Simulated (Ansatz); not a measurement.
## BAs: deformation potentials from a series

```
CELL_PARAMETERS angstrom
0.00000 2.38850 2.38850
2.38850 0.00000 2.38850
2.38850 2.38850 0.00000
ATOMIC_POSITIONS crystal
B 0.00000 0.00000 0.00000
As 0.75000 0.75000 0.75000
```

Atoms are numbered in the order listed.

The cell is COD entry 9008833, as deposited and not checked against the literature; nothing was relaxed.

Level of theory: DFT, PBE, all-electron LAPW, scalar-relativistic in Ansatz 0.2.0.

Settings: a Γ-centred 15×15×15 k mesh, Fermi–Dirac smearing of 0.03 eV, basis error target 0.25 meV/atom, no spin polarisation.

The cell is scaled evenly. Fractional coordinates are held (clamped ions).

Only quantities that a quadratic follows smoothly over the whole series are listed; rougher ones are left out.

```csv
ln(V/Vcell),direct gap at Γ (eV),smallest gap on mesh and path (eV)
-0.0619,3.366,1.122
0.0000,3.284,1.187
0.0100,3.272,1.197
0.0583,3.213,1.243
```

(1) Fit the series and give the slopes at zero strain.

(2) One run, at ln(V/Vcell) = -0.0101, is withheld. Predict its row.

Results:

(1) Least-squares fits y = p0 + p1 x + p2 x² to the rows give direct gap at Γ (eV): p1 = -1.27, p2 = 0.81; smallest gap on mesh and path (eV): p1 = 1, p2 = -0.75. So dEg/dln V = -1.3 eV for the direct gap at Γ, which isn't the fundamental gap here: that one has dEg/dln V = 1.0 eV. Semilocal gaps are too small, but their slopes carry over better.

(2) The fits give 3.297, 1.177; the run gave 3.297, 1.177.
